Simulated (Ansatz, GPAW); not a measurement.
# butadiene-1,4-dithiol between two Pd chains: relaxation, then transmission at several levels

Aim: the conductance of butadiene-1,4-dithiol between two Pd chains after relaxation, and whether geometry, basis or functional moves it most.

Method: Ansatz plane waves; relaxation of the junction with the lead ends held, in the first sound run; inputs show where later runs differ, in GPAW 26.7.0 and Ansatz 0.2.0.

## Step 1: The starting structure

The cell holds 26 atoms: 16 Pd, 2 S, 4 H and 4 C. Its edges and angles: a = 11.046 Å, b = 9.000 Å, c = 46.065 Å, α = 90.0°, β = 90.0°, γ = 90.0°. Regions: left lead, 8 atoms (8 Pd); channel, 10 atoms (2 S, 4 H and 4 C); right lead, 8 atoms (8 Pd). Vacuum lies along a and b. The structure is stacked along c, and the current runs across the ab planes.

## Step 2: Relaxing the atoms

Transmission follows bond lengths closely, so the atoms between the held lead ends are relaxed first, from a slightly shaken start that lets symmetry break.

File input.yaml:

```yaml
crystal:
  lattice:
    - [11.0457445133, 0.0, 0.0]
    - [0.0, 9.0, 0.0]
    - [0.0, 0.0, 46.0645819109]
  atoms:
    - { symbol: Pd, position: [0.5, 0.5, 0.0271358156] }
    - { symbol: Pd, position: [0.5, 0.5, 0.0814074468] }
    - { symbol: Pd, position: [0.5, 0.5, 0.135679078] }
    - { symbol: Pd, position: [0.5, 0.5, 0.1899507091] }
    - { symbol: Pd, position: [0.5, 0.5, 0.2442223403] }
    - { symbol: Pd, position: [0.5, 0.5, 0.2984939715] }
    - { symbol: Pd, position: [0.494771567, 0.4899373492, 0.3535174579] }
    - { symbol: Pd, position: [0.5042444814, 0.5044317246, 0.4067574576] }
    - { symbol: S, position: [0.3306153149, 0.4990275308, 0.4399219756] }
    - { symbol: H, position: [0.5608075242, 0.5001943034, 0.46972955] }
    - { symbol: C, position: [0.3727627504, 0.5012477058, 0.4747342609] }
    - { symbol: C, position: [0.4838397647, 0.4985773505, 0.4837141408] }
    - { symbol: H, position: [0.2886748347, 0.5004947335, 0.4900645192] }
    - { symbol: H, position: [0.7068943291, 0.4973317012, 0.5097777288] }
    - { symbol: C, position: [0.5183612714, 0.501273789, 0.5144681677] }
    - { symbol: C, position: [0.6253881142, 0.5071388862, 0.5245240378] }
    - { symbol: H, position: [0.4471267714, 0.4992078178, 0.5299637519] }
    - { symbol: S, position: [0.6691973248, 0.4958881481, 0.5609997504] }
    - { symbol: Pd, position: [0.504470213, 0.503004253, 0.5949823022] }
    - { symbol: Pd, position: [0.5010072152, 0.5011609938, 0.6466464502] }
    - { symbol: Pd, position: [0.5, 0.5, 0.7015060285] }
    - { symbol: Pd, position: [0.5, 0.5, 0.7557776597] }
    - { symbol: Pd, position: [0.5, 0.5, 0.8100492909] }
    - { symbol: Pd, position: [0.5, 0.5, 0.864320922] }
    - { symbol: Pd, position: [0.5, 0.5, 0.9185925532] }
    - { symbol: Pd, position: [0.5, 0.5, 0.9728641844] }
kpoints:
  mp_grid: { grid: [1, 1, 2] }
hamiltonian:
  xc: pbe
scf:
  occupations: { method: fermi_dirac, width: 0.1 }
relax:
  f_tol: 0.03
  max_steps: 80
  constraints: [{ sites: [0, 1, 2, 3, 4, 5, 20, 21, 22, 23, 24, 25] }]
```

Command:

```console
> ansatz run input.yaml --threads 4 --pin off --max-ram 8192MiB --backend cpu --events-out ev --progress --plain --runs-dir out
```

Numbers of over 12 decimals in the logs are rounded to 6 here.

Output:

```text
Engine: ansatz 0.2.0, aarch64-unknown-linux-gnu
Pseudopotentials: kind: paw
Pseudopotential: Pd, paw, valence charge 18, recommended cutoff 420 eV (normal), Pd.paw.azcp
Pseudopotential: S, paw, valence charge 6, recommended cutoff 420 eV (normal), S.paw.azcp
Pseudopotential: H, paw, valence charge 1, recommended cutoff 420 eV (normal), H.paw.azcp
Pseudopotential: C, paw, valence charge 4, recommended cutoff 420 eV (normal), C.paw.azcp
Functional definition: PBE
  parameter kappa = 0.804
  parameter beta = 0.066725
  exchange = pbe_x(kappa = kappa, mu = beta*pi^2/3)
  correlation = pbe_c(beta = beta)
Crystal: 26 atoms, lattice volume = 4579.358 Å³
Basis set: ecut = 420 eV, 89475 PW (Γ), exchange–correlation on 150×128×640 points (8 copies of the dense FFT grid, shifted against one another)
Bands: 192, of which v1, the nominal top of the filled ones, is band 160 counted from 1 (159 counted from 0)
Symmetry: 1 space group operations
Space group: P1 (ITA 1), of the structure as read, at distance tolerance 1.7e-4 Å
k-points: 2
Non-local potential: Pd, projectors of the file, l = 0: 2, l = 1: 2, l = 2: 2, l = 3: 1
Non-local potential: S, projectors of the file, l = 0: 2, l = 1: 2, l = 2: 2
Non-local potential: H, projectors of the file, l = 0: 2, l = 1: 1
Non-local potential: C, projectors of the file, l = 0: 2, l = 1: 2, l = 2: 1
PAW form: soft (Blöchl's): semilocal exchange-correlation on the pseudo side does not see the compensation charge
PAW one-centre angular grid: Pd, 590 points (default); XC on 64 Gauss nodes
PAW one-centre angular grid: S, 110 points (default); XC on 64 Gauss nodes
PAW one-centre angular grid: H, 110 points (default); XC on 64 Gauss nodes
PAW one-centre angular grid: C, 110 points (default); XC on 64 Gauss nodes
Initial density: superposition of atomic densities (neutral atoms: chi_scale 0, normalization atom), corrected by the library's trained network
Initial wavefunctions: pseudopotential atomic-orbital guess
Functional: x = pbe(κ = 0.804, μ = 0.219515), c = pbe(β = 0.066725)
SCF iter   1: F=—  HF=-114396.677386 eV  |F-HF|=—  |Δ(HF+E_count)|=         —  Δρ=4.01e-3  dr2=1.38e0  ethr=1.77e-3  ⟨swp⟩=13.5  Hψ=2119  notcnv=0  defer=9
preconditioner: auto → LDOS  [metal: Δε(μ)=0.049 eV  Ē_g=4.889 eV  σ=0.100 eV  W_gap=0.12  n_scr=410 (ndim 8)  ℏωp=7.6 eV  f_vac=0.802  D(μ)=50.29/eV (n_scr^D=212)  β→1.0]
SCF iter   2: F=—  HF=-114396.542540 eV  |F-HF|=—  |Δ(HF+E_count)|=   1.35e-1  Δρ=2.51e-3  dr2=2.80e-1  ethr=4.30e-4  ⟨swp⟩=2.0  Hψ=632  notcnv=0  defer=24
SCF iter   3: F=—  HF=-114396.546939 eV  |F-HF|=—  |Δ(HF+E_count)|=   4.40e-3  Δρ=1.18e-3  dr2=9.52e-2  ethr=8.74e-5  ⟨swp⟩=2.0  Hψ=584  notcnv=0  defer=24
SCF iter   4: F=—  HF=-114396.535081 eV  |F-HF|=—  |Δ(HF+E_count)|=   1.19e-2  Δρ=3.66e-4  dr2=1.13e-2  ethr=2.97e-5  ⟨swp⟩=2.0  Hψ=534  notcnv=0  defer=24
SCF iter   5: F=—  HF=-114396.536152 eV  |F-HF|=—  |Δ(HF+E_count)|=   1.07e-3  Δρ=2.14e-4  dr2=4.12e-3  ethr=3.53e-6  ⟨swp⟩=2.0  Hψ=562  notcnv=0  defer=24
SCF iter   6: F=—  HF=-114396.535823 eV  |F-HF|=—  |Δ(HF+E_count)|=   3.29e-4  Δρ=6.53e-5  dr2=3.83e-4  ethr=1.29e-6  ⟨swp⟩=2.0  Hψ=540  notcnv=0  defer=24
SCF iter   7: F=—  HF=-114396.535978 eV  |F-HF|=—  |Δ(HF+E_count)|=   1.55e-4  Δρ=3.28e-5  dr2=1.10e-4  ethr=1.20e-7  ⟨swp⟩=2.0  Hψ=535  notcnv=0  defer=24
SCF iter   8: F=—  HF=-114396.536001 eV  |F-HF|=—  |Δ(HF+E_count)|=   2.27e-5  Δρ=1.88e-5  dr2=2.99e-5  ethr=3.43e-8  ⟨swp⟩=1.0  Hψ=360  notcnv=0  defer=24
SCF iter   9: F=-114396.536011 eV  HF=-114396.536011 eV  |F-HF|=4.19e-7  |Δ(HF+E_count)|=   1.02e-5  Δρ=8.48e-6  dr2=5.22e-6  ethr=7.03e-9  ⟨swp⟩=5.0  Hψ=1191  notcnv=0
SCF 1 converged in 9 iterations: F = -114396.536011 eV  dr2 = 5.22e-6
  greatest PAW one-centre occupation: 0.999 electrons in one spin orbital (limit 2), on the Pd atom at site 7 (counted from 0), in its partial waves of l = 0
relax step   1: F+E_penalty+E_count = -114396.53601085 eV  Δ(F+E_penalty+E_count) = +0.000e0 eV  max|allowed force component| = 6.681e0 eV/Å  Δτ_max = 0.0000 Å  (9 SCF iters, dr2 threshold 2.25e-5 eV, accepted)
Initial density: handed on by an earlier stage of this run
Initial wavefunctions: those handed on with the density
iter 1 solved again at ethr=8.42e-4 eV; its pass at ethr=3.10e-3 eV (dr2=2.69e0 eV) is discarded
SCF iter   1: F=—  HF=-114397.891928 eV  |F-HF|=—  |Δ(HF+E_count)|=         —  Δρ=6.21e-3  dr2=2.67e0  ethr=8.42e-4  ⟨swp⟩=2.0  Hψ=1625  notcnv=0  defer=20
preconditioner: auto → LDOS  [metal: Δε(μ)=0.020 eV  Ē_g=4.976 eV  σ=0.100 eV  W_gap=0.05  n_scr=410 (ndim 8)  ℏωp=7.6 eV  f_vac=0.802  D(μ)=49.72/eV (n_scr^D=208)  β→1.0]
SCF iter   2: F=—  HF=-114397.696783 eV  |F-HF|=—  |Δ(HF+E_count)|=   1.95e-1  Δρ=2.57e-3  dr2=6.94e-1  ethr=8.34e-4  ⟨swp⟩=3.5  Hψ=809  notcnv=0  defer=20
SCF iter   3: F=—  HF=-114397.637774 eV  |F-HF|=—  |Δ(HF+E_count)|=   5.90e-2  Δρ=6.04e-4  dr2=2.07e-2  ethr=2.17e-4  ⟨swp⟩=3.0  Hψ=675  notcnv=0  defer=21
SCF iter   4: F=—  HF=-114397.636101 eV  |F-HF|=—  |Δ(HF+E_count)|=   1.67e-3  Δρ=2.64e-4  dr2=5.71e-3  ethr=6.46e-6  ⟨swp⟩=2.0  Hψ=693  notcnv=0  defer=21
SCF iter   5: F=—  HF=-114397.636241 eV  |F-HF|=—  |Δ(HF+E_count)|=   1.40e-4  Δρ=1.59e-4  dr2=2.35e-3  ethr=1.79e-6  ⟨swp⟩=2.0  Hψ=368  notcnv=0  defer=21
SCF iter   6: F=—  HF=-114397.636493 eV  |F-HF|=—  |Δ(HF+E_count)|=   2.52e-4  Δρ=9.41e-5  dr2=7.67e-4  ethr=7.35e-7  ⟨swp⟩=1.0  Hψ=363  notcnv=0  defer=21
SCF iter   7: F=—  HF=-114397.636592 eV  |F-HF|=—  |Δ(HF+E_count)|=   9.96e-5  Δρ=4.33e-5  dr2=1.58e-4  ethr=2.40e-7  ⟨swp⟩=2.0  Hψ=365  notcnv=0  defer=21
SCF iter   8: F=-114397.636655 eV  HF=-114397.636657 eV  |F-HF|=1.72e-6  |Δ(HF+E_count)|=   6.46e-5  Δρ=1.92e-5  dr2=2.84e-5  ethr=3.13e-8  ⟨swp⟩=3.0  Hψ=1177  notcnv=0
SCF 2 converged in 8 iterations: F = -114397.636655 eV  dr2 = 2.84e-5
  greatest PAW one-centre occupation: 0.999 electrons in one spin orbital (limit 2), on the Pd atom at site 6 (counted from 0), in its partial waves of l = 0
relax step   2: F+E_penalty+E_count = -114397.63665525 eV  Δ(F+E_penalty+E_count) = -1.101e0 eV  max|allowed force component| = 2.510e0 eV/Å  Δτ_max = 0.1888 Å  (8 SCF iters, dr2 threshold 1.00e-4 eV, accepted)
iter 1 solved again at ethr=2.66e-4 eV; its pass at ethr=3.10e-3 eV (dr2=8.52e-1 eV) is discarded
SCF iter   1: F=—  HF=-114398.096000 eV  |F-HF|=—  |Δ(HF+E_count)|=         —  Δρ=5.26e-3  dr2=8.38e-1  ethr=2.66e-4  ⟨swp⟩=1.0  Hψ=1636  notcnv=0  defer=21
preconditioner: auto → LDOS  [metal: Δε(μ)=0.015 eV  Ē_g=5.003 eV  σ=0.100 eV  W_gap=0.04  n_scr=410 (ndim 8)  ℏωp=7.6 eV  f_vac=0.802  D(μ)=51.00/eV (n_scr^D=224)  β→1.0]
[...]
SCF iter   5: F=—  HF=-114397.917110 eV  |F-HF|=—  |Δ(HF+E_count)|=   1.62e-4  Δρ=1.37e-4  dr2=2.33e-3  ethr=2.12e-6  ⟨swp⟩=2.0  Hψ=367  notcnv=0  defer=21
SCF iter   6: F=—  HF=-114397.917391 eV  |F-HF|=—  |Δ(HF+E_count)|=   2.81e-4  Δρ=9.33e-5  dr2=6.04e-4  ethr=7.29e-7  ⟨swp⟩=1.0  Hψ=363  notcnv=0  defer=21
SCF iter   7: F=—  HF=-114397.917411 eV  |F-HF|=—  |Δ(HF+E_count)|=   2.04e-5  Δρ=4.79e-5  dr2=2.41e-4  ethr=1.89e-7  ⟨swp⟩=2.0  Hψ=526  notcnv=0  defer=21
SCF iter   8: F=-114397.917417 eV  HF=-114397.917461 eV  |F-HF|=4.39e-5  |Δ(HF+E_count)|=   4.94e-5  Δρ=3.11e-5  dr2=8.38e-5  ethr=3.13e-8  ⟨swp⟩=3.0  Hψ=1321  notcnv=0
SCF 3 converged in 8 iterations: F = -114397.917417 eV  dr2 = 8.38e-5
  greatest PAW one-centre occupation: 0.999 electrons in one spin orbital (limit 2), on the Pd atom at site 19 (counted from 0), in its partial waves of l = 0
relax step   3: F+E_penalty+E_count = -114397.91741668 eV  Δ(F+E_penalty+E_count) = -2.808e-1 eV  max|allowed force component| = 1.525e0 eV/Å  Δτ_max = 0.2000 Å  (8 SCF iters, dr2 threshold 1.00e-4 eV, accepted)
[...]
relax step   4: F+E_penalty+E_count = -114398.09333349 eV  Δ(F+E_penalty+E_count) = -1.759e-1 eV  max|allowed force component| = 3.742e-1 eV/Å  Δτ_max = 0.1952 Å  (8 SCF iters, dr2 threshold 1.00e-4 eV, accepted)
[...]
relax step   5: F+E_penalty+E_count = -114398.15558928 eV  Δ(F+E_penalty+E_count) = -6.226e-2 eV  max|allowed force component| = 1.596e-1 eV/Å  Δτ_max = 0.2000 Å  (10 SCF iters, dr2 threshold 8.75e-6 eV, accepted)
[...]
relax step   6: F+E_penalty+E_count = -114398.17912124 eV  Δ(F+E_penalty+E_count) = -2.353e-2 eV  max|allowed force component| = 1.324e-1 eV/Å  Δτ_max = 0.2000 Å  (10 SCF iters, dr2 threshold 1.59e-6 eV, accepted)
[...]
relax step   7: F+E_penalty+E_count = -114398.18588442 eV  Δ(F+E_penalty+E_count) = -6.763e-3 eV  max|allowed force component| = 5.890e-2 eV/Å  Δτ_max = 0.0571 Å  (8 SCF iters, dr2 threshold 3.19e-6 eV, accepted)
SCF iter   1: F=—  HF=-114398.187196 eV  |F-HF|=—  |Δ(HF+E_count)|=         —  Δρ=4.26e-4  dr2=5.92e-3  ethr=1.27e-5  ⟨swp⟩=5.5  Hψ=1021  notcnv=0  defer=12
preconditioner: auto → LDOS  [metal: Δε(μ)=0.008 eV  Ē_g=4.951 eV  σ=0.100 eV  W_gap=0.02  n_scr=410 (ndim 8)  ℏωp=7.6 eV  f_vac=0.802  D(μ)=51.93/eV (n_scr^D=228)  β→1.0]
SCF iter   2: F=—  HF=-114398.186363 eV  |F-HF|=—  |Δ(HF+E_count)|=   8.33e-4  Δρ=1.53e-4  dr2=1.29e-3  ethr=1.85e-6  ⟨swp⟩=2.5  Hψ=773  notcnv=0  defer=13
SCF iter   3: F=—  HF=-114398.186294 eV  |F-HF|=—  |Δ(HF+E_count)|=   6.89e-5  Δρ=5.35e-5  dr2=1.98e-4  ethr=4.02e-7  ⟨swp⟩=3.0  Hψ=629  notcnv=0  defer=13
SCF iter   4: F=—  HF=-114398.186272 eV  |F-HF|=—  |Δ(HF+E_count)|=   2.17e-5  Δρ=1.60e-5  dr2=2.04e-5  ethr=6.18e-8  ⟨swp⟩=2.0  Hψ=565  notcnv=0  defer=13
SCF iter   5: F=—  HF=-114398.186377 eV  |F-HF|=—  |Δ(HF+E_count)|=   1.05e-4  Δρ=9.33e-6  dr2=6.23e-6  ethr=6.37e-9  ⟨swp⟩=2.0  Hψ=565  notcnv=0  defer=13
SCF iter   6: F=—  HF=-114398.186381 eV  |F-HF|=—  |Δ(HF+E_count)|=   4.27e-6  Δρ=3.60e-6  dr2=1.02e-6  ethr=1.95e-9  ⟨swp⟩=2.0  Hψ=514  notcnv=0  defer=13
SCF iter   7: F=—  HF=-114398.186383 eV  |F-HF|=—  |Δ(HF+E_count)|=   1.46e-6  Δρ=1.73e-6  dr2=2.75e-7  ethr=3.19e-10  ⟨swp⟩=2.0  Hψ=519  notcnv=0  defer=13
SCF iter   8: F=-114398.186383 eV  HF=-114398.186383 eV  |F-HF|=1.46e-10  |Δ(HF+E_count)|=   2.12e-7  Δρ=9.20e-7  dr2=6.79e-8  ethr=3.13e-11  ⟨swp⟩=4.0  Hψ=1215  notcnv=0
SCF 8 converged in 8 iterations: F = -114398.186383 eV  dr2 = 6.79e-8
relax step   8: F+E_penalty+E_count = -114398.18638280 eV  Δ(F+E_penalty+E_count) = -4.984e-4 eV  max|allowed force component| = 1.457e-2 eV/Å  Δτ_max = 0.0138 Å  (8 SCF iters, accepted)
SCF converged after 8 iterations
Free energy (F): -114398.186383 eV
Harris-Foulkes:  -114398.186383 eV  (|F-HF|=1.46e-10)
Internal energy: -114396.542912 eV  (E = F + TS)
E sigma→0 (E₀):  -114397.364647 eV
Entropy (-TS):   -1.643471 eV (-63.210 meV/atom)
Fermi energy:    -3.632076 eV
--- Per-component energies (eV) ---
  E_band       = -8970.003787
  E_kinetic    = 8859.371296
  E_local      = -112592.284482  (includes V_loc(G=0)·N_el)
  E_nonlocal   = 3689.988824
  E_hartree    = 50103.439098
  E_xc         = -3069.446380
  E_vxc        = -3770.420019  (∫ρ·V_xc dr)
  E_paw        = -61637.038741  (= ΣΔE_a)
  E_vpaw       = -5363.535896  (= ΣTr[D̂ρ^β])
  E_aug_tail   = -0.002069  (compensation charges beyond the density's cutoff)
  E_ewald      = 249.429542
  E_smearing   = -1.643471  (= −TS)
  E_closure    = -0.000000  (closes the sum)
  Σ components = -114398.186383   (vs F -114398.186383, Δ=0.00e0)
--- Forces (eV/Å), atoms counted from 1 ---
  atom   1  Pd    -0.00089311     0.00000225    -0.00949180
  atom   2  Pd    -0.00285608     0.00003586     0.00469280
  atom   3  Pd    -0.00374388     0.00008844     0.00451214
  atom   4  Pd    -0.01415555     0.00035621    -0.00180700
  atom   5  Pd    -0.02246568     0.00025092     0.10902550
  atom   6  Pd     0.05739861    -0.00117314    -0.12674042
  atom   7  Pd     0.00003497    -0.00101986    -0.00098524
  atom   8  Pd    -0.00300283     0.00025767     0.00572539
  atom   9  S      0.00420992     0.00040644     0.00271785
  atom  10  H     -0.00567745    -0.00016472     0.00168060
  atom  11  C     -0.00058048    -0.00099745     0.00018924
  atom  12  C      0.01398539     0.00167406    -0.01310017
  atom  13  H      0.00294725     0.00066062    -0.00245162
  atom  14  H     -0.00308002    -0.00006720     0.00349128
  atom  15  C     -0.01456554     0.00043359     0.01383974
  atom  16  C      0.00157470     0.00067582    -0.00044777
  atom  17  H      0.00536676     0.00012088    -0.00155163
  atom  18  S     -0.00378710     0.00022376    -0.00362419
  atom  19  Pd     0.00168880    -0.00016380    -0.00467669
  atom  20  Pd    -0.00030045    -0.00103959     0.00076502
  atom  21  Pd    -0.05660201    -0.00245288     0.12480886
  atom  22  Pd     0.02279574     0.00080154    -0.10878464
  atom  23  Pd     0.01423958     0.00071023     0.00203462
  atom  24  Pd     0.00374613     0.00017939    -0.00462824
  atom  25  Pd     0.00284582     0.00010282    -0.00468831
  atom  26  Pd     0.00087543     0.00002494     0.00949167
  max |Σ_I F_I| component: 7.32e-5 eV/Å
--- Relaxed structure (8 steps of the walk, 8 accepted, 0 SCFs on fresh bases) ---
  F+E_penalty+E_count = -114398.18638280 eV   max|allowed force component| = 1.457e-2 eV/Å
  atoms:
    - { symbol: Pd, position: [0.5, 0.5, 0.0271358156] }
    - { symbol: Pd, position: [0.5, 0.5, 0.0814074468] }
    - { symbol: Pd, position: [0.5, 0.5, 0.135679078] }
    - { symbol: Pd, position: [0.5, 0.5, 0.1899507091] }
    - { symbol: Pd, position: [0.5, 0.5, 0.244222] }
    - { symbol: Pd, position: [0.5, 0.5, 0.2984939715] }
    - { symbol: Pd, position: [0.425258, 0.501520, 0.349672] }
    - { symbol: Pd, position: [0.522606, 0.499217, 0.401087] }
    - { symbol: S, position: [0.370599, 0.497363, 0.431689] }
    - { symbol: H, position: [0.588848, 0.500137, 0.473575] }
    - { symbol: C, position: [0.395793, 0.497718, 0.467940] }
    - { symbol: C, position: [0.501416, 0.499025, 0.484746] }
    - { symbol: H, position: [0.309693, 0.496613, 0.479822] }
    - { symbol: H, position: [0.691532, 0.501476, 0.520122] }
    - { symbol: C, position: [0.499818, 0.499026, 0.515198] }
    - { symbol: C, position: [0.605434, 0.500397, 0.532006] }
    - { symbol: H, position: [0.412385, 0.497935, 0.526368] }
    - { symbol: S, position: [0.630619, 0.500752, 0.568259] }
    - { symbol: Pd, position: [0.478686, 0.498932, 0.598882] }
    - { symbol: Pd, position: [0.575305, 0.503706, 0.650374] }
    - { symbol: Pd, position: [0.5, 0.5, 0.7015060285] }
    - { symbol: Pd, position: [0.5, 0.5, 0.7557776597] }
    - { symbol: Pd, position: [0.5, 0.5, 0.810049] }
    - { symbol: Pd, position: [0.5, 0.5, 0.864320922] }
    - { symbol: Pd, position: [0.5, 0.5, 0.918593] }
    - { symbol: Pd, position: [0.5, 0.5, 0.972864] }
```

It took 5 min on 4 threads of Arm Neoverse V1, shared host; peak memory 7.3 GiB.

Relaxation path:

| step | energy less that of the first step (eV) | largest force component (eV/Å) |
| --- | --- | --- |
| 1 | 0.0000 | 6.6814 |
| 2 | -1.1006 | 2.5098 |
| 3 | -1.3814 | 1.5254 |
| 4 | -1.5573 | 0.3742 |
| 5 | -1.6196 | 0.1596 |
| 6 | -1.6431 | 0.1324 |
| 7 | -1.6499 | 0.0589 |
| 8 | -1.6504 | 0.0146 |

The atoms that moved most (Å):

| atom | dx | dy | dz | length |
| --- | --- | --- | --- | --- |
| Pd20 | 0.821 | 0.023 | 0.172 | 0.839 |
| Pd7 | -0.768 | 0.104 | -0.177 | 0.795 |
| S9 | 0.442 | -0.015 | -0.379 | 0.582 |
| S18 | -0.426 | 0.044 | 0.334 | 0.543 |
| H13 | 0.232 | -0.035 | -0.472 | 0.527 |
| H14 | -0.170 | 0.037 | 0.477 | 0.507 |
| H17 | -0.384 | -0.011 | -0.166 | 0.418 |
| C16 | -0.220 | -0.061 | 0.345 | 0.414 |

Numbers from this step:

```yaml
free_energy: -114398.1864 eV
smearing_term_ts: 1.643 eV
symmetry_operations: 1
```

The relaxation lowered the energy of the cell by 1.65 eV.

(Part 1 of 4 ends here.)

[Logs are printed without paths, hosts, clocks, repeated set-up lines and the standing remarks that a program may print on its own settings, such as how far it seeks lower states.]

[Hosts, paths, dates, database ids (printed as entryN), source tags and the programs' standing remarks are cut or masked in the printed files.]
